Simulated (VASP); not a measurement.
# TiC (P-6m2) in VASP: further runs, part 2 of 2

VASP 6.6.1. The steps go on from the part before.

### Step 4. Band structure, PW91

File INCAR:

```
  PREC = Accurate
  ENCUT = 520
  EDIFF = 1E-6
  ISMEAR = -1
  SIGMA = 0.05
  LREAL = False
  LASPH = True
  NELM = 100
  ALGO = Fast
  ISIF = 2
  LWAVE = False
  LCHARG = False
  LMAXMIX = 4
  GGA = 91
  NBANDS = 15
```

File KPOINTS:

```
regular mesh
0
Gamma
  10 10 10
```

File POSCAR:

```
TiC
1.0
    3.0420900000      0.0000000000      0.0000000000
   -1.5210400000      2.6345200000      0.0000000000
    0.0000000000      0.0000000000      2.6979700000
Ti C
1 1
Direct
    0.0000000000      0.0000000000      0.5000000000
    0.3333300000      0.6666700000      0.0000000000
```

File KPOINTS_OPT:

```
path GMKGALHA,LM,KH
20
line-mode
reciprocal
 0.0000000000  0.0000000000  0.0000000000  G
 0.5000000000  0.0000000000  0.0000000000  M

 0.5000000000  0.0000000000  0.0000000000  M
 0.3333333333  0.3333333333  0.0000000000  K

 0.3333333333  0.3333333333  0.0000000000  K
 0.0000000000  0.0000000000  0.0000000000  G

 0.0000000000  0.0000000000  0.0000000000  G
 0.0000000000  0.0000000000  0.5000000000  A

 0.0000000000  0.0000000000  0.5000000000  A
 0.5000000000  0.0000000000  0.5000000000  L

 0.5000000000  0.0000000000  0.5000000000  L
 0.3333333333  0.3333333333  0.5000000000  H

 0.3333333333  0.3333333333  0.5000000000  H
 0.0000000000  0.0000000000  0.5000000000  A

 0.5000000000  0.0000000000  0.5000000000  L
 0.5000000000  0.0000000000  0.0000000000  M

 0.3333333333  0.3333333333  0.0000000000  K
 0.3333333333  0.3333333333  0.5000000000  H
```

Potentials or basis: VASP PAW PBE potentials, release 64 (Ti_sv, C).

Started as:

```sh
$ cat potpaw_PBE.64/Ti_sv/POTCAR potpaw_PBE.64/C/POTCAR > POTCAR
$ mpirun -np 1 vasp_std > vasp.out
```

OUTCAR:

```text
PREC = Accurate
   ENCUT = 520
   EDIFF = 1E-6
   ISMEAR = -1
   LREAL = False
   LASPH = True
   NELM = 100
   ISIF = 2
   GGA = 91

 ion  position               nearest neighbor table
   1  0.000  0.000  0.500-   2 2.21   2 2.21   2 2.21   2 2.21   2 2.21   2 2.21
   2  0.333  0.667  0.000-   1 2.21   1 2.21   1 2.21   1 2.21   1 2.21   1 2.21

  LATTYP: Found a hexagonal cell.
 ALAT       =     3.0420900000
 C/A-ratio  =     0.8868804013

  Lattice vectors:

 A1 = (   3.0420900000,   0.0000000000,   0.0000000000)
 A2 = (  -1.5210400000,   2.6345200000,   0.0000000000)
 A3 = (   0.0000000000,   0.0000000000,   2.6979700000)

Analysis of symmetry for initial positions (statically):
=====================================================================
 Subroutine PRICEL returns:
 Original cell was already a primitive cell.

 Routine SETGRP: Setting up the symmetry group for a
 hexagonal supercell.

 Subroutine GETGRP returns: Found  4 space group operations
 (whereof  4 operations were pure point group operations)
 out of a pool of 24 trial point group operations.

The static configuration has the point symmetry C_2v.

Analysis of symmetry for dynamics (positions and initial velocities):
=====================================================================
 Subroutine PRICEL returns:
 Original cell was already a primitive cell.

 Routine SETGRP: Setting up the symmetry group for a
 hexagonal supercell.

 Subroutine GETGRP returns: Found  4 space group operations
 (whereof  4 operations were pure point group operations)
 out of a pool of 24 trial point group operations.

The dynamic configuration has the point symmetry C_2v.

 Subroutine INISYM returns: Found  4 space group operations
 (whereof  4 operations are pure point group operations),
 and found     1 'primitive' translations

----------------------------------------------------------------------------------------

                                     Primitive cell

  volume of cell :      21.6227

  direct lattice vectors                    reciprocal lattice vectors
     3.042090000  0.000000000  0.000000000     0.328721372  0.189787269  0.000000000
    -1.521040000  2.634520000  0.000000000     0.000000000  0.379575786  0.000000000
     0.000000000  0.000000000  2.697970000     0.000000000  0.000000000  0.370649044

  length of vectors
     3.042090000  3.042081247  2.697970000     0.379574694  0.379575786  0.370649044

  position of ions in fractional coordinates (direct lattice)
     0.000000000  0.000000000  0.500000000
     0.333330000  0.666670000  0.000000000

  ion indices of the primitive-cell ions
   primitive index   ion index
                 1           1
                 2           2

----------------------------------------------------------------------------------------

 KPOINTS: regular mesh

Automatic generation of k-mesh.
 Grid dimensions read from file:
 generate k-points for:   10   10   10

 Generating k-lattice:

  Cartesian coordinates                     Fractional coordinates (reciprocal lattice)
     0.032872137  0.018978727  0.000000000     0.100000000  0.000000000  0.000000000
     0.000000000  0.037957579  0.000000000     0.000000000  0.100000000  0.000000000
     0.000000000  0.000000000  0.037064904     0.000000000  0.000000000  0.100000000

  Length of vectors
     0.037957469  0.037957579  0.037064904

  Shift w.r.t. Gamma in fractional coordinates (k-lattice)
     0.000000000  0.000000000  0.000000000

 Subroutine IBZKPT returns following result:
 ===========================================

 Found    186 irreducible k-points:

 Following reciprocal coordinates:
            Coordinates               Weight
  0.000000  0.000000  0.000000      1.000000
  0.100000  0.000000  0.000000      4.000000
 -0.100000  0.100000  0.000000      2.000000
  0.200000  0.000000  0.000000      4.000000
 -0.200000  0.200000  0.000000      2.000000
  0.300000  0.000000  0.000000      4.000000
[... 16 lines left out ...]
  0.200000  0.200000  0.000000      2.000000
 -0.200000  0.400000  0.000000      4.000000
 [... further k-points ...]
   k-points           NKPTS =    186   k-points in BZ     NKDIM =    186   number of bands    NBANDS=     15
   number of dos      NEDOS =    301   number of ions     NIONS =      2
   total plane-waves  NPLWV =  11520
   dimension x,y,z NGX =    24 NGY =   24 NGZ =   20
   dimension x,y,z NGXF=    48 NGYF=   48 NGZF=   40
   ions per type =               1   1
   NGX,Y,Z   is equivalent  to a cutoff of  13.12, 13.12, 12.32 a.u.
   NGXF,Y,Z  is equivalent  to a cutoff of  26.23, 26.23, 24.65 a.u.
 SYSTEM =  unknown system
   PREC   = accura    normal or accurate (medium, high low for compatibility)
   ISTART =      0    job   : 0-new  1-cont  2-samecut
   ICHARG =      2    charge: 1-file 2-atom 10-const
   ISPIN  =      1    spin polarized calculation?
   LNONCOLLINEAR =      F non collinear calculations
   LSORBIT =      F    spin-orbit coupling
   LASPH  =      T    aspherical Exc in radial PAW
   ENCUT  =  520.0 eV  38.22 Ry    6.18 a.u.   5.66  5.66  5.02*2*pi/ulx,y,z
   NELM   =    100;   NELMIN=  2; NELMDL= -5     # of ELM steps
   EDIFF  = 0.1E-05   stopping-criterion for ELM
   LREAL  =      F    real-space projection
   EDIFFG = 0.1E-04   stopping-criterion for IOM
   NSW    =      0    number of steps for IOM
   IBRION =     -1    ionic relax: 0-MD 1-quasi-New 2-CG
   NFREE  =      0    steps in history (QN), initial steepest desc. (CG)
   ISIF   =      2    stress and relaxation
   ISYM   =      2    0-nonsym 1-usesym 2-fastsym
   POTIM  = 0.5000    time-step for ionic-motion
   TEBEG  =    0.0;   TEEND  =   0.0 temperature during run
   PSTRESS=    0.0 pullay stress
   NELECT =      16.0000    total number of electrons
   NUPDOWN=      -1.0000    fix difference up-down
   EMIN   =  10.00;   EMAX   =-10.00  energy-range for DOS
   EFERMI =   0.00;   METHOD = LEGACY
   ISMEAR =    -1;   SIGMA  =   0.05  broadening in eV -4-tet -1-fermi 0-gaus
   EFERMI_NEDOS =   21; number of points for ismear=-14 and -15
   IALGO  =     68    algorithm
   IMIX   =      4    mixing-type and parameters
     AMIX     =   0.40;   BMIX     =  1.00
     AMIX_MAG =   1.60;   BMIX_MAG =  1.00
  volume/ion in A,a.u.               =      10.81        72.96
  Fermi-wavevector in a.u.,A,eV,Ry     =   1.480737  2.798187 29.831891  2.192582
  Thomas-Fermi vector in A             =   2.594734
   LORBIT       =      0    0 simple, 1 ext, 2 COOP (PROOUT), +10 PAW based schemes
   GGA     = 91    functional components
   LHFCALC =     F    Hartree Fock is set to
   AEXX    =    0.0000 exact exchange contribution
   IVDW    =     0    specifies the selected vdW correction
   LEPSILON=     F    determine dielectric tensor
   LRPA    =     F    only Hartree local field effects (RPA)
 non-spin polarized calculation
 RMM-DIIS sequential band-by-band and
  energy-cutoff  :      520.00
  volume of cell :       21.62
 maximum number of plane-waves:       592
   NGX = 11   NGY = 11   NGZ = 11

 number of electron      16.0000003 magnetization

 Free energy of the ion-electron system (eV)
  ---------------------------------------------------
  ext. energy  EPLUGINS =         0.00000000
  ---------------------------------------------------
  free energy    TOTEN  =       -17.37115541 eV

  energy without entropy =      -17.36723636  energy(sigma->0) =      -17.36919588

 E-fermi :   8.5527     XC(G=0): -12.3102

 val. band max:        8.5498218811   @ k =  -0.4000   0.4000   0.0000
 cond. band min:       8.5882491396   @ k =   0.5000   0.5000   0.1000
 fundamental gap:      0.0384272585
 Fermi energy:         8.5527097811

 k-point     1 :       0.0000    0.0000    0.0000
  band No.  band energies     occupation
      1     -47.8361      2.00000
      2     -24.1068      2.00000
      3     -24.1068      2.00000
      4     -23.6467      2.00000
      5      -3.3907      2.00000
      6       6.9674      2.00000
      7       6.9675      2.00000
      8       7.6122      2.00000
      9      10.8582      0.00000
     10      11.8677      0.00000
     11      11.8677      0.00000
     12      14.2142      0.00000
     13      14.2143      0.00000
     14      16.1364      0.00000
     15      24.3498      0.00000
[... 397 lines left out ...]
 k-point    24 :      -0.2000    0.4000    0.0000
  band No.  band energies     occupation
      1     -47.7931      2.00000
      2     -24.3932      2.00000
      3     -24.2172      2.00000
      4     -23.6087      2.00000
      5      -1.6435      2.00000
      6       4.6653      2.00000
      7       7.2483      2.00000
      8       8.6136      0.45679
      9       8.7559      0.03377
     10      11.4259      0.00000
     11      12.0365      0.00000
     12      12.6046      0.00000
     13      14.8958      0.00000
     14      19.7482      0.00000
     15      23.1619      0.00000

 [... further k-points ...]
[... 5 lines left out ...]
  --------------------------------------------------------------------------------------
  -------------------------------------------------------------------------------------
  Total        0.0725365      0.0724544      0.0206088     -0.0000706      0.0000000      0.0000000
  in kB        5.3747274      5.3686474      1.5270443     -0.0052298      0.0000000      0.0000000
  external PRESSURE =       4.0901397 kB  Pullay stress =       0.0000000 kB

 VOLUME and BASIS-vectors are now :
 -----------------------------------------------------------------------------
  energy-cutoff  :      520.00
  volume of cell :       21.62
      direct lattice vectors                 reciprocal lattice vectors
     3.042090000  0.000000000  0.000000000     0.328721372  0.189787269  0.000000000
    -1.521040000  2.634520000  0.000000000     0.000000000  0.379575786  0.000000000
     0.000000000  0.000000000  2.697970000     0.000000000  0.000000000  0.370649044

 POSITION                                       TOTAL-FORCE (eV/Angst)
 -----------------------------------------------------------------------------------
      0.00000      0.00000      1.34899        -0.000094      0.000055      0.000000
     -0.00001      1.75636      0.00000         0.000094     -0.000055      0.000000
 -----------------------------------------------------------------------------------
    total drift:                                0.000017      0.000087     -0.000000

  FREE ENERGIE OF THE ION-ELECTRON SYSTEM (eV)
  ---------------------------------------------------
  free  energy   TOTEN  =       -17.3711554083 eV

  energy  without entropy=      -17.3672363614  energy(sigma->0) =      -17.36919588
```

It took 66 s on 1 thread of Intel Xeon Platinum 8559C (Emerald Rapids), shared host; peak memory 0.21 GiB.

Results:

| Quantity | Value |
| --- | --- |
| Free energy | -17.3712 eV |
| Pressure | 0.4 GPa |
| Band gap along the path | none (metal or under the smearing width) |

Levels at the corners of the path, in eV from the Fermi level:
| point | band 6 | band 7 | band 8 | band 9 | band 10 | band 11 |
| --- | --- | --- | --- | --- | --- | --- |
| Γ | -1.59 | -1.59 | -0.94 | 2.31 | 3.31 | 3.31 |
| M | -4.82 | -0.74 | -0.30 | 0.23 | 3.02 | 3.45 |
| M | -4.82 | -0.74 | -0.30 | 0.23 | 3.02 | 3.45 |
| K | -3.53 | -3.22 | -0.25 | 1.86 | 2.21 | 2.42 |
| K | -3.53 | -3.22 | -0.25 | 1.86 | 2.21 | 2.42 |
| Γ | -1.59 | -1.59 | -0.94 | 2.31 | 3.31 | 3.31 |
| Γ | -1.59 | -1.59 | -0.94 | 2.31 | 3.31 | 3.31 |
| A | -5.55 | -0.50 | -0.50 | 1.13 | 1.13 | 4.68 |
| A | -5.55 | -0.50 | -0.50 | 1.13 | 1.13 | 4.68 |
| L | -3.97 | -2.53 | -2.21 | 1.52 | 3.26 | 4.33 |
| L | -3.97 | -2.53 | -2.21 | 1.52 | 3.26 | 4.33 |
| H | -4.43 | -3.70 | -0.40 | 1.11 | 4.06 | 4.76 |
| H | -4.43 | -3.70 | -0.40 | 1.11 | 4.06 | 4.76 |
| A | -5.55 | -0.50 | -0.50 | 1.13 | 1.13 | 4.68 |
| L | -3.97 | -2.53 | -2.21 | 1.52 | 3.26 | 4.33 |
| M | -4.82 | -0.74 | -0.30 | 0.23 | 3.02 | 3.45 |
| K | -3.53 | -3.22 | -0.25 | 1.86 | 2.21 | 2.42 |
| H | -4.43 | -3.70 | -0.40 | 1.11 | 4.06 | 4.76 |

Caveat: the PAW data sets were made with another functional, which shifts forces and pressure a little.

### Step 5. Summary

```csv
level,further INCAR settings,pressure (GPa)
revPBE,ALGO = Normal; EDIFF = 1e-06,3.2
BLYP,ALGO = Normal; EDIFF = 1e-06,-
PW91,ALGO = Fast; EDIFF = 1e-06; NBANDS = 15,0.4
```

Alike in all rows: task band structure; potentials or basis VASP PAW PBE potentials, release 64 (Ti_sv, C); no spin polarisation; cell as given; k mesh 10 × 10 × 10; cutoff (eV) 520; smearing fermi-dirac 0.05 eV.

Caveats: the PAW data sets were made with another functional, which shifts forces and pressure a little.

Absolute energies hang on the potentials; compare differences alone.
